Why is one crystal harder to squeeze than another when both have the same structure and the same number of bonding electrons? In the zincblende compounds below, most of the answer is size. Crystals with little volume per atom are stiff, and roomy ones are soft. Yet ZnSe is more compact than InP and still gives way more easily, so something besides size must matter.

Zincblende compounds (space group F-43m), relaxed with Ansatz 0.2.0 in PBEsol (cutoff 420 eV) and r2SCAN (500 eV), using plane-wave PAW, scalar-relativistic, without spin polarisation and with Gaussian smearing. The single k mesh and smearing width columns refer to the PBEsol runs. Bulk moduli come from third-order Birch-Murnaghan fits.

| formula | distinct smearing widths among the runs behind the row (eV) | distinct k-meshes among the runs behind the row | element on site A | Z A | element on site B | Z B | difference of Pauling electronegativities | k mesh | smearing width | volume per atom, PBEsol (Å³) | volume per atom, r2SCAN (Å³) | bulk modulus, r2SCAN (GPa) | volume per atom, r2SCAN over volume per atom, PBEsol, less one (%) |
| --- | --- | --- | --- | --- | --- | --- | --- | --- | --- | --- | --- | --- | --- |
| AlN | 0.02 | 10x10x10 | Al | 13 | N | 7 | 1.43 | 10×10×10 | 0.02 eV | 10.48 | 10.43 | 210 | -0.5 |
| ZnS | 0.02 | 10x10x10 / 8x8x8 | Zn | 30 | S | 16 | 0.93 | 10×10×10 | 0.02 eV | 19.20 | 19.56 | 78.6 | 1.9 |
| ZnSe | 0.02 | 8x8x8 | Zn | 30 | Se | 34 | 0.9 | 8×8×8 | 0.02 eV | 22.34 | 22.73 | 65.3 | 1.7 |
| GaN | 0.02 | 10x10x10 | Ga | 31 | N | 7 | 1.23 | 10×10×10 | 0.02 eV | 11.38 | 11.37 | 196 | 0.0 |
| GaAs | 0.01 / 0.02 | 10x10x10 / 8x8x8 | Ga | 31 | As | 33 | 0.37 | 10×10×10 | 0.01 eV | 22.64 | 22.74 | n/a | 0.4 |
| GaSb | 0.1 / 0.02 | 8x8x11 / 10x10x10 | Ga | 31 | Sb | 51 | 0.24 | 8×8×11 | 0.1 eV | 28.53 | 28.82 | 53.4 | 1.0 |
| CdTe | 0.05 / 0.02 | 8x8x8 | Cd | 48 | Te | 52 | 0.41 | 8×8×8 | 0.05 eV | 34.16 | 35.22 | 40.3 | 3.1 |
| InP | 0.02 | 8x8x8 | In | 49 | P | 15 | 0.41 | 8×8×8 | 0.02 eV | 25.39 | 25.77 | 68.3 | 1.5 |
| InAs | 0.1 / 0.01 | 12x12x12 / 10x10x10 | In | 49 | As | 33 | 0.4 | 12×12×12 | 0.1 eV | 28.20 | 28.49 | 57.2 | 1.0 |
| InSb | 0.15 / 0.1 | 16x16x16 / 9x9x9 | In | 49 | Sb | 51 | 0.27 | 16×16×16 | 0.15 eV | 34.64 | 35.21 | n/a | 1.6 |
| HgTe | 0.1 | 12x12x12 | Hg | 80 | Te | 52 | 0.1 | 12×12×12 | 0.1 eV | 34.48 | 35.47 | 40.1 | 2.9 |

The bulk modulus $B$ is the pressure needed per fractional loss of volume. It measures how sharply the energy rises when a crystal is squeezed or stretched about its resting volume. Among the nine rows that have a computed modulus, it falls about fivefold from AlN to HgTe. Only one pair of rows is out of order: InP has about 13% more volume per atom than ZnSe, but its modulus is 3 GPa higher.

A simple scaling argument shows what size alone should do. In every row, each pair of atoms shares eight valence electrons among four bonds. If the forces that hold the crystal together are electrical, their energy scales as $1/d$, where $d$ is the bond length. A modulus is an energy per volume, and volume grows as $d^3$. With $V$ for the volume per atom this gives

$$B \propto \frac{1/d}{d^3} = \frac{1}{d^4} \propto V^{-4/3}.$$

The exponent is not fitted, but it rests on an assumption: that the charges, and the steepness of the repulsion that holds the atoms apart, are alike in every row. That is only roughly so, since the computed pressure derivative of the modulus runs from about 3.8 in AlN to 5.1 in HgTe. The rule also needs one crystal to set its scale, and InP serves for that. For ZnSe, which played no part in setting the scale, it gives

$$B = 68.3\ \text{GPa}\times\left(\frac{25.77}{22.73}\right)^{4/3} \approx 81\ \text{GPa}.$$

The computed modulus is 65.3 GPa, about 19% below this estimate. The break is therefore much larger than the 3 GPa between the two rows suggests, because ZnSe ought to have been clearly the stiffer crystal.

The same comparison exposes ZnS, which looks regular in the plain order of the table. It also lies about a fifth below the estimate. In volume, both zinc compounds sit between GaN and InP, so GaN can set the scale from the other side. The shortfalls are then 16 to 17%. InP and GaN are, however, the two stiffest rows for their size; with AlN or GaSb setting the scale the shortfalls drop to between 11 and 13%. The break thus lies between a tenth and a fifth, depending on the reference. The compounds of aluminium, gallium and indium with a computed modulus stay within 10% of the estimate from InP, as the output after this text shows.

The likely reason lies in how the two atoms divide the eight electrons. Aluminium, gallium and indium each bring three, and their partners bring five. Zinc brings two, and sulfur or selenium brings six. Once the valence electrons are set aside, the cores left behind carry charges of three and five in the first group, but two and six in the second. The more uneven the cores, the more the shared electrons gather around the non-metal and the fewer remain between the atoms, where they bind both.

The opposite picture, of a crystal built from ions, points the same way. Full transfer of the metal's electrons would give charges of $3+$ and $3-$ in InP, but only $2+$ and $2-$ in ZnSe. The real crystals lie between shared bonds and full transfer. From either side, the attraction at a given distance is expected to be weaker in the zinc compound. The ionic picture gives the direction but not the size: a product of charges of four against nine would more than halve the modulus, far more than the computed loss.

Weaker attraction means a softer crystal for a simple reason. At rest, the pull between the atoms is exactly balanced by the repulsion of their overlapping electron shells. A strong pull at a given bond length needs a strong repulsion to hold it off, and repulsion of that kind climbs steeply when the atoms are pushed closer. A weak pull is balanced by a weak repulsion, which climbs less. Two crystals can thus have the same bond length and still differ in stiffness.

It is tempting to read the uneven sharing from the difference of Pauling electronegativities, but that number alone doesn't pick out the soft rows. It is largest for AlN and GaN, at 1.43 and 1.23, and neither falls short as the zinc compounds do. Electronegativity tells which atom draws the electrons more strongly. It doesn't tell how much charge the metal has to give, which by the argument above matters too. The case rests mainly on the nitrides, for among the other rows the zinc compounds do have the largest differences; but CdTe and InP share a value of 0.41 and still differ by about a tenth against the rule.

Zinc differs in a second way that may add to the effect. Its filled 3d shell lies closer in energy to the bonding electrons than that of gallium does, and the mixing of filled shells tends to push atoms apart. The table can't separate this from the division of the electrons, since both zinc compounds have both features. The size of the break is a computed result, while its cause rests on chemical reasoning.

CdTe and HgTe put that reasoning to a harder test, for they too combine two electrons with six, and cadmium and mercury are also expected to have shallow filled d shells. They fall about 10% below the estimate from InP, but GaSb, with three and five, falls short by 9%. If GaSb sets the scale, CdTe agrees with the rule to within 2%. Measured by this rule, the two tellurides don't show the extra softness of the zinc compounds clearly. That verdict leans on the exponent, however. From ZnS to CdTe the volume grows 1.8-fold and the modulus roughly halves, where the rule asks for a 2.2-fold fall, and ZnSe and HgTe lie close to that flatter curve. The four compounds with two and six may therefore form one softer family with a gentler slope, and the table is too short to decide whether zinc is special.

The choice of functional also weighs more on the tellurides. Stretching a given crystal softens it by four to five percent for each percent of volume, according to the computed compression curves. This is much faster than the rule for the series, because the atoms stay the same and their steep repulsion fades. From PBEsol to r2SCAN, CdTe expands by 3.1% and GaSb by only 1.0%, which is enough to shift their relative stiffness by about a tenth, and their standing against the rule by somewhat less, since the estimate moves with the volume too. GaSb is also a less certain reference for another reason: it has no gap in its PBEsol run but has one in r2SCAN, and that gap closes at the most stretched point of the curve behind its modulus, though the fit stays smooth. InAs behaves alike, losing its gap at the two stretched points, and HgTe has no gap anywhere on its curve. ZnSe and InP expand almost equally and keep their gaps throughout, so their comparison is much safer. The comparison with GaN is more exposed: GaN keeps its volume while ZnS and ZnSe expand by 1.9 and 1.7%, so at the PBEsol volumes their shortfall from GaN is expected to be several points smaller. The columns for k mesh and smearing width describe the PBEsol runs; the moduli come from r2SCAN runs, which used other settings in several rows.

A cleaner test would compare crystals of equal size that differ mainly in how the electrons are divided, although the depth of the filled d shell would still change too. The table holds two such pairs, GaAs with ZnSe and InSb with CdTe, whose listed volumes agree to within 0.01 Å$^3$ per atom. Neither GaAs nor InSb has a computed modulus here. For GaAs the rule gives about 81 GPa, and the measured value is roughly 75 GPa, a recalled figure. That is well above the computed ZnSe value, as the division of the electrons would suggest.

To judge the stiffness of a crystal in this family, then, start from a neighbour of similar size and scale by volume. Next, ask whether the metal gives three electrons or two. For zinc with sulfur or selenium, the second question lowers the answer by a tenth to a fifth, depending on the neighbour chosen.

Numerical output:

```
number of rows with a bulk modulus: 9
pairs of rows in which the larger crystal is the stiffer: 1
volume per atom, HgTe over AlN (ratio): 3.401
bulk modulus, AlN over HgTe (ratio): 5.237
the same ratio expected from volume to the power -4/3: 5.114
volume of InP above that of ZnSe (%): 13.37
bulk modulus of InP less that of ZnSe (GPa): 3
scaling from InP:
   row  'computed modulus (GPa)'  'expected modulus (GPa)'  'computed above expected (%)'
   AlN                       210                     228.1                          -7.95
   ZnS                      78.6                     98.65                         -20.32
  ZnSe                      65.3                     80.74                         -19.13
   GaN                       196                     203.3                          -3.61
  GaAs                       n/a                      80.7                            n/a
  GaSb                      53.4                     58.84                          -9.24
  CdTe                      40.3                     45.03                         -10.51
   InP                      68.3                      68.3                              0
  InAs                      57.2                     59.75                         -4.263
  InSb                       n/a                     45.05                            n/a
  HgTe                      40.1                     44.61                         -10.11
ZnS, modulus expected from GaN (GPa): 95.08
ZnS, computed over expected from GaN, less one (%): -17.34
ZnSe, modulus expected from GaN (GPa): 77.83
ZnSe, computed over expected from GaN, less one (%): -16.1
CdTe, computed over expected from GaSb, less one (%): -1.397
volume change between the functionals, ZnSe less InP (percentage points): 0.2
volume of GaAs less that of ZnSe (cubic angstrom per atom): 0.01
volume of InSb less that of CdTe (cubic angstrom per atom): -0.01
```
